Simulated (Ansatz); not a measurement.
HfO2 at a changed volume — field gradients at the nuclei

The cell is a COD entry, relaxed with PBE at fixed cell and then changed (volume scaled by 0.94, ions relaxed).

```yaml
crystal:
  lattice:
    - [5.01352, 0.00000, 0.00000]
    - [0.00000, 5.07984, 0.00000]
    - [-0.84113, 0.00000, 5.10743]
  atoms:
    - { symbol: Hf, position: [0.27783, 0.04066, 0.20812] }
    - { symbol: Hf, position: [0.72217, 0.54066, 0.29188] }
    - { symbol: Hf, position: [0.72217, 0.95934, 0.79188] }
    - { symbol: Hf, position: [0.27783, 0.45934, 0.70812] }
    - { symbol: O, position: [0.44147, 0.76077, 0.48652] }
    - { symbol: O, position: [0.55853, 0.26077, 0.01348] }
    - { symbol: O, position: [0.55853, 0.23923, 0.51348] }
    - { symbol: O, position: [0.44147, 0.73923, 0.98652] }
    - { symbol: O, position: [0.08560, 0.36480, 0.31756] }
    - { symbol: O, position: [0.91440, 0.86480, 0.18244] }
    - { symbol: O, position: [0.91440, 0.63520, 0.68244] }
    - { symbol: O, position: [0.08560, 0.13520, 0.81756] }
```

Sites (sets of like atoms) are named by element and the number of their first atom in this list.

All values are calculated (Ansatz; DFT, PBE, plane waves and PAW, scalar-relativistic, 420 eV cutoff, Γ-centred 6×6×6 k-points, Fermi–Dirac smearing 0.02 eV), not measured.

Conventions: |V_zz| ≥ |V_yy| ≥ |V_xx|, η = (V_xx − V_yy)/V_zz, C_Q = eQV_zz/h. Directions are in the Cartesian axes of the cell vectors above, for the atom listed; none is given where the gradient is under 0.02 or η is above 0.95.

```
site  first atom                               first shell  V_zz (10²¹ V/m²)     η  direction of V_zz (x, y, z)
  Hf           1                        7 O at 2.01–2.18 Å             14.22  0.29             -0.46 -0.04 0.89
  O5           5                       4 Hf at 2.09–2.18 Å             -1.26  0.79               0.28 0.51 0.81
  O9           9  3 Hf at 2.01–2.15 Å; also 1 Hf at 3.34 Å             -1.75  0.85              0.66 0.75 -0.03
```

Without spin–orbit coupling the gradients at and beside Hf can be off by some per cent, at some sites by more. At this changed cell the PBE pressure is 18 GPa.

The relaxation (6 steps) took 66 s of wall time (4.3 min of CPU time) and 1.1 GiB at its peak, on 4 threads of Arm Neoverse V2 (aarch64; 8 cores open to the job, memory cap 8.0 GiB, no GPU), a shared host with a load of 0.6 a core.
